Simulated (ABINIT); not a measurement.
Runs of ABINIT 10.8.3 (patched build) on KTaO3. The structure is cubic, space group Pm-3m (No. 221). Conventional cell: a = 3.988 Å, b = 3.988 Å, c = 3.988 Å, α = 90.00°, β = 90.00°, γ = 90.00°. Ta (site symmetry m-3m) is surrounded by 6 O at 1.99 Å. K (site symmetry m-3m) has 12 O at 2.82 Å as nearest neighbours. Around O (site symmetry 4/mmm) lie 2 Ta at 1.99 Å. 

| task | level | potentials or basis | k mesh | mesh quality | gap on the mesh (eV) | pressure (GPa) |
| --- | --- | --- | --- | --- | --- | --- |
| band structure | BLYP | JTH PAW PBE v2.0 | 7 × 7 × 7 | not flagged | (d) | 9.7 |
| single point | PBEsol | JTH PAW PBE v2.0 | 3 × 3 × 3 | coarse | 2.30 | (b) |
| band structure | revPBE | JTH PAW PBE v2.0 | 7 × 7 × 7 | not flagged | 2.28 | 8.8 |
| single point | LDA | JTH PAW LDA v2.0 | 3 × 3 × 3 | coarse | (a) | -5.9 |
| band structure | BP86 | JTH PAW PBE v2.0 | 7 × 7 × 7 | not flagged | 2.22 | 5.2 |
| single point | PBEsol | JTH PAW PBE v2.0 | 9 × 9 × 9 | not flagged | 2.12 | -0.1 |
| band structure | WC | JTH PAW PBE v2.0 | 7 × 7 × 7 | not flagged | 2.16 | -0.1 |
| single point | PBEsol | JTH PAW PBE v2.0 | 4 × 4 × 4 | not flagged | 2.07 | -0.1 |
| band structure | LDA | JTH PAW LDA v2.0 | 7 × 7 × 7 | not flagged | 2.09 | -6.2 |
| band structure | LDA-PZ | JTH PAW LDA v2.0 | 7 × 7 × 7 | not flagged | 2.09 | (c) |
| single point | LDA | JTH PAW LDA v2.0 | 6 × 6 × 6 | not flagged | 2.03 | -6.2 |
| single point | LDA | JTH PAW LDA v2.0 | 4 × 4 × 4 | not flagged | 2.02 | -6.1 |

Alike in all rows: no spin polarisation; cell as given; cutoff (eV) 626; smearing fermi-dirac 0.05 eV.

Question: Estimate the missing entries.

Answer: (a) 2.25; (b) 0.2; (c) -6.0; (d) 2.29.

Caveats: some runs use coarse meshes; spin-orbit coupling is left out, which moves the levels of the heavy elements; the PAW data sets were made with another functional, which shifts forces and pressure a little (some runs); an odd mesh through Γ misses points on the zone boundary, where band edges often lie (some runs).

A k mesh can miss the band edges, and the runs leave out spin-orbit coupling on Ta.

Not every run made on this cell is shown here.
